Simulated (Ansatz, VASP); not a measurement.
As: VASP beside Ansatz

```xyz
1
Lattice="2.7474 0.0000 0.0000 0.0000 2.7474 0.0000 0.0000 0.0000 2.7474" Properties=species:S:1:pos:R:3 pbc="T T T"
As    0.0000    0.0000    0.0000
```

Change from the starting cell: volume scaled by 1.02, PAW files.

Alike in both runs: task electric field gradients; functional PBE; k mesh 13 × 13 × 13; occupations fermi-dirac, width 0.03 eV; no spin polarisation.

```csv
,VASP,Ansatz
version,VASP 6.6.1,Ansatz 0.2.0
potentials or method,"VASP PAW PBE potentials, release 64 (As)","PAW with Ansatz's default frozen-core files, scalar-relativistic"
plane-wave cutoff (eV),520,420
valence electrons in the cell,5,15
```

VASP gave:

```
pressure (GPa)                                                 : -1.4
Vzz of the field gradient on the site that differs most (V/Å²) : 0.0
```

Problem. Estimate Ansatz's values.

Solution. Pressure (GPa): -1.5; Vzz of the field gradient on the site that differs most (V/Å²): 0.0.

The two sets of potentials don't hold the same shells in valence.
